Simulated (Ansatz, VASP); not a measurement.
## One calculation of NaCl, two programs

```
CELL_PARAMETERS angstrom
0.00000 3.12573 3.12573
3.12573 0.00000 3.12573
3.12573 3.12573 0.00000
ATOMIC_POSITIONS crystal
Na 0.25000 0.25000 0.25000
Cl 0.50000 0.50000 0.50000
```

Alike in both runs: functional PBE; k mesh 6 × 6 × 6; occupations gaussian, width 0.1 eV; no spin polarisation.

Ansatz relaxed the structure, and its values are those at the end. VASP's run is a single point on that final structure, the one shown.

|  | VASP | Ansatz |
| --- | --- | --- |
| version | VASP 6.6.1 | Ansatz 0.2.0 |
| potentials or method | VASP PAW PBE potentials, release 64 (Na_pv, Cl) | scalar-relativistic, plane waves, PAW |
| plane-wave cutoff (eV) | 520 | 420 |
| valence electrons in the cell | 14 | 16 |

|  | VASP | Ansatz | Ansatz less VASP |
| --- | --- | --- | --- |
| gap on the k mesh at the Fermi level (eV) | 4.85 | 4.85 | +0.001 |
| least direct gap on the mesh (eV) | 4.85 | 4.85 | +0.001 |
| pressure (GPa) | 0.0 | 0.0 | +0.02 |

With one functional, cell and mesh, what is left measures potentials, basis and numerics. The two sets of potentials don't hold the same shells in valence.

PBE gaps usually lie below the measured ones, often by a third to a half.
